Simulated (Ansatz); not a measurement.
## SnTe: a prediction, then the measurements

The calculation used DFT PBE, scalar-relativistic, plane waves, PAW (Ansatz).

Plane waves to 420 eV, a k mesh through Γ of 10×10×10 on the computed 2-atom cell and Gaussian smearing (0.01 eV); no spin polarisation.

Relaxed structure, symmetry kept:

```cif
data_structure
_symmetry_space_group_name_H-M 'Fm-3m'
_symmetry_Int_Tables_number 225
_cell_length_a 6.4130
_cell_length_b 6.4130
_cell_length_c 6.4130
_cell_angle_alpha 90.000
_cell_angle_beta 90.000
_cell_angle_gamma 90.000
_cell_volume 263.74
loop_
_atom_site_label
_atom_site_type_symbol
_atom_site_symmetry_multiplicity
_atom_site_Wyckoff_symbol
_atom_site_fract_x
_atom_site_fract_y
_atom_site_fract_z
_atom_site_occupancy
Sn1 Sn 4 a 0.00000 0.00000 0.00000 1
Te1 Te 4 b 0.50000 0.00000 0.00000 1
```

| Property | Result |
| --- | --- |
| Space group | Fm-3m (No. 225) |
| Volume per atom | 32.97 Å³ |
| Formation energy from the elements' standard states (uncorrected) | -0.288 eV/atom |
| Kohn–Sham band gap | 0.06 eV |
| Löwdin character of the top 1 eV of the valence band | Te 5p 62 %, Sn 5s 20 %, Sn 5p 15 % |
| Löwdin character of the lowest 1 eV of the conduction band | Sn 5p 79 %, Te 5p 9 %, Te 5s 8 % |
| Bader charges (e) | Sn (1 in the cell) 0.66, Te (1 in the cell) -0.66 |

Spin-orbit coupling is left out, which matters for the bands of heavy elements.

**What was measured.**

“Experimental search for the origin of low-energy modes in topological materials”, 2017, arxiv:1709.04000 reports, for a bulk crystal of SnTe: lattice constant a 6.3129 ± 0.0003 Å.

A printed reference work, textbook reports, for a bulk crystal of SnTe at 300 K: band gap 0.18 eV (direct).

A measured lattice constant a of SnTe is 6.3129 Å (the paper above); the calculated 6.413 Å misses it by +1.6 %. 3 values of this kind are on record in papers (6.3129 to 6.327 Å); this one was drawn at random among those near their median, those with a stated uncertainty first. The calculation is for 0 K without zero-point motion. Against the measured band gap of SnTe, 0.18 eV (direct; 300 K; a printed reference work, textbook), the calculated 0.06 eV is off by -0.12 eV. Kohn–Sham gaps of semilocal functionals fall short of measured ones as a rule; spin-orbit coupling, left out here, would usually lower the calculated gap of a compound with heavy elements.